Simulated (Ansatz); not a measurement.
# Se (simple hexagonal type): how the settings move a single-point run

Aim: see which settings change the result for Se (simple hexagonal type), by how much, and at what cost.

Computed with Ansatz 0.2.0 (reference: DFT, PBE, PAW with Ansatz's default frozen-core files, scalar-relativistic, unless a step's input says otherwise).

1 further run of the same task is left out (it didn't finish).

### 1 The structure to begin with

The structure is hexagonal, space group P6/mmm (No. 191). The conventional cell has a = 2.484 Å, b = 2.484 Å, c = 2.291 Å, α = 90.00°, β = 90.00°, γ = 120.00°. Around Se (site symmetry 6/mmm) lie 8 Se at 2.29 to 2.48 Å.

Structure file:

```cif
data_structure
_symmetry_space_group_name_H-M 'P 1'
_symmetry_Int_Tables_number 1
_cell_length_a 2.4838
_cell_length_b 2.4838
_cell_length_c 2.2908
_cell_angle_alpha 90.000
_cell_angle_beta 90.000
_cell_angle_gamma 120.000
_cell_volume 12.24
loop_
_atom_site_label
_atom_site_type_symbol
_atom_site_fract_x
_atom_site_fract_y
_atom_site_fract_z
_atom_site_occupancy
Se1 Se 0.00000 0.00000 0.00000 1
```

### 2 Baseline

Input file input.yaml:

```yaml
crystal:
  lattice:
    - [2.4837992436, 0.0, 0.0]
    - [-1.2418996218, 2.1510332429, 0.0]
    - [0.0, 0.0, 2.2908341684]
  atoms:
    - { symbol: Se, position: [0.0, 0.0, 0.0] }
kpoints:
  mp_grid: { grid: [16, 16, 15] }
scf:
  occupations: { method: fermi_dirac, width: 0.1 }
hamiltonian:
  xc: pbe
  pseudopotentials: { kind: paw }
output:
  forces: true
  stress: true
  eigenvalues: true
  populations: true
```

On the command line:

```bash
ansatz run input.yaml --threads 1 --pin off --max-ram 2048MiB --backend cpu --events-out ev --progress --plain --runs-dir out
```

### 3 Variant: ecutwfc 350 eV

Edit input.yaml of step 2 so:

```diff
@@ -19 +19,3 @@
   populations: true
+basis:
+  ecutwfc: "350 eV"
```

### 4 Variant: dr2_threshold 1.0e-08, n_extra_bands 2, ecutwfc 14.7 Ry

Edit input.yaml of step 2 so:

```diff
@@ -11,2 +11,4 @@
   occupations: { method: fermi_dirac, width: 0.1 }
+  convergence: { dr2_threshold: 1.0e-08 }
+  n_extra_bands: 2
 hamiltonian:
@@ -19 +21,3 @@
   populations: true
+basis:
+  ecutwfc: "14.7 Ry"
```

Before running it: what results should come out? Wanted: for each run, ending; energy change; pressure; gap; force.

The runs gave:

| run | ending | energy change | pressure (GPa) | gap (eV) | force (eV/Å) | cycles | time |
| --- | --- | --- | --- | --- | --- | --- | --- |
| reference | converged | 0 | 139.9 | 0.00 | 0.00 | 7 | 3.4 s |
| 1: ecutwfc 350 eV | converged | +2.4 meV/atom | 140.0 | 0.00 | 0.00 | 7 | 3.2 s |
| 2: dr2_threshold 1.0e-08, n_extra_bands 2, ecutwfc 14.7 Ry | converged | +2.96 eV/atom | 140.8 | 0.00 | 0.00 | 6 | 1.6 s |

Residual by cycle in the longest SCF loop of each run; runs are numbered as in the table. The quantity is the density residual dr2, in eV.

| cycle | reference | run 1 | run 2 |
| --- | --- | --- | --- |
| 1 | 0.00109 | 0.00115 | 0.0189 |
| 2 | 5.6e-4 | 5.6e-4 | 0.00474 |
| 3 | 2.0e-5 | 1.7e-5 | 3.0e-4 |
| 4 | 1.1e-6 | 8.2e-7 | 7.4e-6 |
| 5 | 4.2e-7 | 3.0e-7 | 2.9e-8 |
| 6 | 5.9e-8 | 4.0e-8 | 3.2e-10 |
| 7 | 1.8e-9 | 1.1e-9 | - |

Of the converged runs whose energies compare with the reference's, «dr2_threshold 1.0e-08, n_extra_bands 2, ecutwfc 14.7 Ry» moves the energy most (+2.96 eV/atom) and «ecutwfc 350 eV» least (+2.4 meV/atom). Semilocal functionals close small gaps, so the missing gap need not be the real solid's. Runs 1 and 2 ran under the cutoff that the potentials recommend, as the log warns, so basis error is mixed into their values. The structure is not at rest: the sound run finds 140 GPa, so these are no properties of the relaxed crystal. 
